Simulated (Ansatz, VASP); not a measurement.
# Two plane-wave programs on As

Contents of INCAR:

```
SYSTEM = As
  PREC = Accurate
  ENCUT = 520
  EDIFF = 1E-6
  ISMEAR = 0
  SIGMA = 0.02
  LREAL = .FALSE.
  LASPH = .TRUE.
  NELM = 100
  ALGO = Normal
  ISIF = 2
  LWAVE = .FALSE.
  LCHARG = .FALSE.
  LDIPOL = .TRUE.
  IDIPOL = 3
  DIPOL = 0.5 0.5 0.500
  GGA = PE
  IVDW = 12
  IBRION = 2
  NSW = 60
  EDIFFG = -0.01
```

File KPOINTS:

```
regular mesh
0
G
  9 9 1
  0 0 0
```

The input POSCAR:

```
As
1.0
    3.5716238352      0.0000000000      0.0000000000
   -1.7858119176      3.2477728227      0.0000000000
    0.0000000000      0.0000000000     28.5742411176
As
2
Direct
    0.3333333333      0.6666666667      0.4755450769
    0.6666666667      0.3333333333      0.5244549231
```

Input for Ansatz:

```yaml
crystal:
  lattice:
    - [3.5716238352, 0.0, 0.0]
    - [-1.7858119176, 3.2477728227, 0.0]
    - [0.0, 0.0, 28.5742411176]
  atoms:
    - { symbol: As, position: [0.3333333333, 0.6666666667, 0.4755450769] }
    - { symbol: As, position: [0.6666666667, 0.3333333333, 0.5244549231] }
  periodic: [true, true, false]
basis:
  ecutwfc: 420
kpoints:
  mp_grid: { grid: [9, 9, 1] }
  band_path:
    path:
      - [0, 0, 0]
      - [0.5, 0, 0]
      - [0.3333333333333, 0.3333333333333, 0]
      - [0, 0, 0]
    npoints: 8
hamiltonian:
  xc: pbe
  dispersion: d3bj
scf:
  occupations: { method: gaussian, width: 0.02 }
output:
  forces: true
  stress: true
  eigenvalues: true
  write_density: true
  write_potential: true
  elf: true
  volumetric_format: npy
relax:
  adjacent_minimum: "off"
  f_tol: 0.01
  max_steps: 40
```

Change from the starting cell: strain along y +0.050, atoms relaxed.

Alike in both runs: task relaxation of the atoms; functional PBE; dispersion D3(BJ); k mesh 9 × 9 × 1; occupations gaussian, width 0.02 eV; no spin polarisation.

|  | VASP | Ansatz |
| --- | --- | --- |
| version | VASP 6.6.1 | Ansatz 0.2.0 |
| potentials or method | VASP PAW PBE potentials, release 64 (As) | scalar-relativistic, plane waves, PAW |
| plane-wave cutoff (eV) | 520 | 420 |
| valence electrons in the cell | 10 | 30 |

Ansatz gave:

* gap on the k mesh at the Fermi level, each at its own relaxed structure (eV): 1.46
* energy change over the relaxation (meV/atom): -2

Question: Which values does VASP return?

Answer: gap on the k mesh at the Fermi level, each at its own relaxed structure (eV): 1.44; energy change over the relaxation (meV/atom): -1.

The two sets of potentials don't hold the same shells in valence. Ansatz warned: «stress_scf_threshold_loose».
